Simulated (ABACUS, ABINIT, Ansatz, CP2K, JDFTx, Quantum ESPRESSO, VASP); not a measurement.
One calculation of Tc, 7 ways

```
Tc
1.0
     2.74000    0.00000    0.00000
    -1.37000    2.37291    0.00000
     0.00000    0.00000    4.39800
Tc
2
Direct
  0.66667 0.33333 0.75000
  0.33333 0.66667 0.25000
```

Alike in all runs: task single point; functional PBE; k mesh 11 × 11 × 6; occupations fermi-dirac, width 0.05 eV; no spin polarisation; no spin-orbit coupling. Pressure is positive in compression and, in plane waves, holds the error of the finite cutoff.

| program and potentials | plane-wave cutoff (eV) | notes | pressure (GPa) |
| --- | --- | --- | --- |
| JDFTx, PseudoDojo-SR-PBE-0.5-standard | 1143 | 15 valence electrons an atom on average | 3.27 |
| Ansatz, all-electron LAPW, scalar-relativistic | - | - | 2.90 |
| VASP, PBE PAW files Tc_pv, 520 eV | 520 | 13 valence electrons an atom on average | 2.26 |
| ABINIT, JTH PAW PBE v2.0 | 463 | 15 valence electrons an atom on average | 2.12 |
| ABACUS, PseudoDojo NC SR 0.4.1 PBE standard, plane waves | 1143 | 15 valence electrons an atom on average | 3.28 |
| Quantum ESPRESSO, SSSP 1.3 efficiency PBE | 816 | 15 valence electrons an atom on average | 2.86 |
| CP2K, POTENTIAL_UZH Tc GTH-PBE-q15; TZVP-MOLOPT-PBE-GTH basis | - | atomic basis; 15 valence electrons an atom on average | 6.92 |

The pressure spans 2.12 (ABINIT, JTH PAW PBE v2.0) to 6.92 GPa (CP2K, POTENTIAL_UZH Tc GTH-PBE-q15; TZVP-MOLOPT-PBE-GTH basis), with all-electron results at 2.90. Rows in atomic bases carry the error of their basis and grid, which can be large.

The functional is the same throughout but for its coding, so the spread measures potentials, basis and numerics; runs on potential files found faulty are left out.
